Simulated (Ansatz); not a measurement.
Runs of Ansatz 0.2.0 on PbS (Galena). Symmetry: Fm-3m, No. 225, cubic system. Conventional cell: a = 5.931 Å, b = 5.931 Å, c = 5.931 Å, α = 90.00°, β = 90.00°, γ = 90.00°. Pb (site symmetry m-3m) is surrounded by 6 S at 2.97 Å. S (site symmetry m-3m) is surrounded by 6 Pb at 2.97 Å. 

```csv
task,level,potentials or basis,k mesh,cutoff (eV),smearing,phonons,basis error allowed,gap on the mesh (eV),pressure (GPa)
phonons,PBEsol,all-electron PAW datasets made for the crystal,8 × 8 × 8,290,fermi-dirac 0.05 eV,method dfpt,-,(a),-
single point,PBE,all-electron PAW datasets made for the crystal,6 × 6 × 6,260,fermi-dirac 0.05 eV,-,-,0.36,2.2
single point,HSE06,all-electron PAW datasets made for the crystal,6 × 6 × 6,290,fermi-dirac 0.05 eV,-,-,0.78,(b)
single point,PBE0,all-electron PAW datasets made for the crystal,6 × 6 × 6,290,fermi-dirac 0.05 eV,-,-,1.36,1.2
phonons,PBE,"all-electron LAPW, scalar-relativistic",8 × 8 × 8,175,fermi-dirac 0.05 eV,-,0.002 eV/atom,0.36,-
elastic constants,PBE,"all-electron LAPW, scalar-relativistic",6 × 6 × 6,175,fermi-dirac 0.05 eV,-,0.002 eV/atom,0.36,2.2
single point,PBE,"all-electron LAPW, scalar-relativistic",5 × 5 × 5,164,fermi-dirac 0.04 eV,-,0.002 eV/atom,-,2.0
```

Alike in all rows: no spin polarisation; cell as given.

Q: Estimate the missing entries.

A: (a) 0.25; (b) 1.1.

Caveats: spin-orbit coupling is left out, which as a rule narrows the gap of such compounds by several tenths of an eV (some runs); the program warned that the printed levels may be off, so bands, gaps and densities of states are rough (some runs).

A k mesh can miss the band edges, and the runs leave out spin-orbit coupling on Pb.

The runs don't all hold the same shells in valence.
